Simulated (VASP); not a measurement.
Crystal: Si.

```
Si
1.0
     0.00000    2.71356    2.71356
     2.71356    0.00000    2.71356
     2.71356    2.71356    0.00000
Si
2
Direct
  0.75000 0.75000 0.75000
  0.50000 0.50000 0.50000
```

| Item | Value |
| --- | --- |
| Program | VASP 6.6.1 |
| Task | relaxation of cell and atoms |
| Functional | RPBE |
| Potentials or basis | VASP PAW PBE potentials, release 64 (Si) |
| Cutoff | 600 eV |
| k mesh | 10 × 10 × 10 |
| Occupations | gaussian, width 0.03 eV |
| Spin | no spin polarisation |

At the start: pressure 3.6 GPa; volume 19.98 Å³/atom.

Question: Where does the relaxation end?

Answer: Over 3 steps the energy falls by 8.5 meV/atom and the volume is 20.77 Å³/atom (+3.9 %); space group Fd-3m (No. 227, to 0.05 Å).

The path:
| step | energy change (eV) | largest force (eV/Å) | pressure (GPa) | volume (Å³) |
| --- | --- | --- | --- | --- |
| 1 | 0.0000 | 0.0000 | 3.59 | 39.96 |
| 2 | -0.0099 | 0.0000 | -2.06 | 42.61 |
| 3 | -0.0170 | 0.0000 | 0.00 | 41.54 |

Final structure:
```
Si
1.0
     0.00000    2.74872    2.74872
     2.74872    0.00000    2.74872
     2.74872    2.74872    0.00000
Si
2
Direct
  0.75000 0.75000 0.75000
  0.50000 0.50000 0.50000
```

Caveat: the PAW data sets were made with another functional, which shifts forces and pressure a little.
